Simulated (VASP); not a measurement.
## SiC: relaxation of cell and atoms with AM05

The system is SiC.

```
Si C
1.0
     0.00000    2.11927    2.11927
     2.11927    0.00000    2.11927
     2.11927    2.11927    0.00000
Si C
1 1
Direct
  0.00000 0.00000 0.00000
  0.50000 0.50000 0.50000
```

The cell was built by a generator and needn't be a form met in nature.

- Program: VASP 6.6.1
- Task: relaxation of cell and atoms
- Functional: AM05
- Potentials or basis: VASP PAW PBE potentials, release 64 (Si, C)
- Cutoff: 600 eV
- k mesh: 12 × 12 × 12
- Occupations: gaussian, width 0.03 eV
- Spin: no spin polarisation
- Further INCAR settings: ALGO = Normal; EDIFF = 1e-06; IBRION = 2; EDIFFG = -0.01; NSW = 90; ISIF = 3

```
Relaxed volume                         : 8.18 Å³/atom
Relaxed cell                           : a = 2.850 Å, b = 2.850 Å, c = 2.850 Å, α = 60.00°, β = 60.00°, γ = 60.00°
Space group after relaxing (to 0.05 Å) : Fm-3m (No. 225)
Energy gained by relaxing              : 142.4 meV/atom
Ionic steps                            : 15
Pressure after relaxing                : -0.2 GPa
Band gap on the k mesh                 : none (metal or under the smearing width)
```

Step by step:
```csv
step,energy change (eV),largest force (eV/Å),pressure (GPa),volume (Å³)
1,0.0000,0.0000,-28.88,19.04
2,-0.1237,0.0000,34.99,14.69
3,-0.2848,0.0000,0.37,16.34
4,-0.2848,0.0000,-0.52,16.39
5,-0.2848,0.0000,-0.51,16.39
6,-0.2848,0.0000,-0.46,16.38
7,-0.2848,0.0000,-0.46,16.38
8,-0.2848,0.0000,-0.46,16.38
9,-0.2848,0.0000,-0.45,16.38
10,-0.2848,0.0000,-0.45,16.38
11,-0.2848,0.0000,-0.44,16.38
12,-0.2848,0.0000,-0.42,16.38
13,-0.2848,0.0000,-0.38,16.38
14,-0.2848,0.0000,-0.31,16.38
15,-0.2848,0.0000,-0.16,16.37
```

Final structure:
```
Si C
1.0
     0.00000    2.01512    2.01512
     2.01512    0.00000    2.01512
     2.01512    2.01512    0.00000
Si C
1 1
Direct
  0.00000 0.00000 0.00000
  0.50000 0.50000 0.50000
```

Levels at points of the mesh, in eV from the Fermi level:
```tsv
k point	band 2	band 3	band 4	band 5	band 6	band 7
(0.00, 0.00, 0.00)	0.05	0.05	0.05	7.86	8.86	8.86
(0.50, 0.00, 0.00)	-11.66	-1.06	-1.06	5.31	5.31	5.97
(0.50, 0.50, 0.00)	-9.98	-4.35	-4.35	-0.75	2.31	15.03
```

Wall time 26 s on 1 thread of Intel(R) Xeon(R) 6975P-C (Granite Rapids), on a shared host, peak memory 0.14 GiB.

Caveat: the PAW data sets were made with another functional, which shifts forces and pressure a little.
